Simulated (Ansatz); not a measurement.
# TiO2: the cost of one run

Method: DFT PBE+D3(BJ), scalar-relativistic, plane waves, PAW, in Ansatz 0.2.0.

2 further runs of the same task are left out: 1 for a known fault of the program, 1 set aside as unsound or not needed.

### 1 Starting point

The structure is trigonal, space group R-3m (No. 166). Conventional cell: a = 2.972 Å, b = 2.972 Å, c = 14.608 Å, α = 90.00°, β = 90.00°, γ = 120.00°. Ti (site symmetry -3m) is surrounded by 6 O at 1.97 Å. O (site symmetry 3m) is surrounded by 3 Ti at 1.97 Å.

Structure file:

```cif
data_structure
_symmetry_space_group_name_H-M 'P 1'
_symmetry_Int_Tables_number 1
_cell_length_a 5.1628
_cell_length_b 5.1628
_cell_length_c 5.1628
_cell_angle_alpha 33.461
_cell_angle_beta 33.461
_cell_angle_gamma 33.461
_cell_volume 37.26
loop_
_atom_site_label
_atom_site_type_symbol
_atom_site_fract_x
_atom_site_fract_y
_atom_site_fract_z
_atom_site_occupancy
Ti1 Ti 0.00000 0.00000 0.00000 1
O1 O 0.60041 0.60041 0.60041 1
O2 O 0.39959 0.39959 0.39959 1
```

It goes back to an entry of the Materials Project, which need not be the stable form.

It is the result of an earlier relaxation at this level (volume 12.42 Å³/atom; gap on the mesh: 2.46 eV).

### 2 Plan of the line

The energy is mapped over two normal modes frozen in (zone-centre modes of the cell shown).

- amplitude of mode 7 (488 cm⁻¹), largest displacement: 5 values from −0.066 to 0.066 Å
- amplitude of mode 9 (592 cm⁻¹), largest displacement: 5 values from −0.085 to 0.085 Å

Nothing else is relaxed (the cell and all other modes fixed). Energies count from the relaxed high-symmetry cell. Points are written as (first, second).

The modes come from a phonon run on the reference cell, made beforehand.

Displacement patterns for an amplitude of 1 (Å):

| atom | x1 | y1 | z1 | x2 | y2 | z2 |
| --- | --- | --- | --- | --- | --- | --- |
| Ti1 | 0.000 | 0.000 | 0.000 | 0.000 | 0.000 | 0.000 |
| O2 | 0.000 | 1.000 | 0.000 | 0.000 | 0.000 | 1.000 |
| O3 | 0.000 | -1.000 | 0.000 | 0.000 | 0.000 | -1.000 |

### 3 The run at (0.066 Å, −0.085 Å)

Input file input.yaml:

```yaml
crystal:
  lattice:
    - [1.4862023484, 0.8580593258, 4.8692561771]
    - [-1.4862023484, 0.8580593258, 4.8692561771]
    - [0.0, -1.716118652, 4.869256177]
  atoms:
    - { symbol: Ti, position: [0.0, 0.0, 0.0] }
    - { symbol: O, position: [0.6074147792, 0.6074147792, 0.5689558999] }
    - { symbol: O, position: [0.3925852208, 0.3925852208, 0.4310441001] }
basis:
  ecutwfc: 520.0
kpoints:
  mp_grid: { grid: [12, 12, 12] }
hamiltonian:
  xc: pbe
  pseudopotentials: { kind: paw, azcp: { folder: soft_1 } }
  dispersion: d3bj
scf:
  occupations: { method: gaussian, width: 0.05 }
output:
  forces: true
  stress: true
  eigenvalues: true
```

Run with:

```
> ansatz run input.yaml --threads 1 --pin off --max-ram 2048MiB --backend cpu --events-out ev --progress --plain --runs-dir out
```

What time and memory should one allow on 1 thread of Arm Neoverse N1, shared host?

About 39 s, with a peak of 0.56 GiB.
